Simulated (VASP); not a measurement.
A run of VASP 6.6.1:

The input INCAR:

```
PREC     = Accurate       # precision mode
ENCUT    = 600            # plane-wave cutoff, eV
EDIFF    = 1E-7           # SCF threshold, eV
ISMEAR   = 0              # smearing method
SIGMA    = 0.1            # smearing width, eV
LREAL    = False          # projectors in reciprocal space
LASPH    = True           # aspherical terms in the spheres
NELM     = 80             # most SCF steps
ALGO     = Normal         # electronic algorithm
ISIF     = 3              # what is computed and relaxed
LWAVE    = False          # write WAVECAR
LCHARG   = False          # write CHGCAR
METAGGA  = R2SCAN         # meta-GGA
LMIXTAU  = True         
IBRION   = 2              # ionic algorithm
NSW      = 90             # ionic steps
EDIFFG   = -0.005         # ionic threshold
```

The input KPOINTS:

```
Automatic mesh
0
Gamma
  20 20 20
```

File POSCAR:

```
Cu
1.0
    0.0000000000      1.8250000000      1.8250000000
    1.8250000000      0.0000000000      1.8250000000
    1.8250000000      1.8250000000      0.0000000000
Cu
1
Direct
    0.0000000000      0.0000000000      0.0000000000
```

Potentials or basis: VASP PAW PBE potentials, release 64 (Cu).

Launch:

```bash
$ cat potpaw_PBE.64/Cu/POTCAR > POTCAR
$ mpirun -np 1 vasp_std > vasp.out
```

Hardware: 1 thread of AMD EPYC 9R45 96-Core Processor (Zen 5), with other jobs on the host.

Task: Estimate the wall time of this run.

Result: Wall time 7.2 min on 1 thread of AMD EPYC 9R45 96-Core Processor (Zen 5) (shared host), peak memory 0.15 GiB. Counts: scf iterations 55, k points 256, ion steps 5.
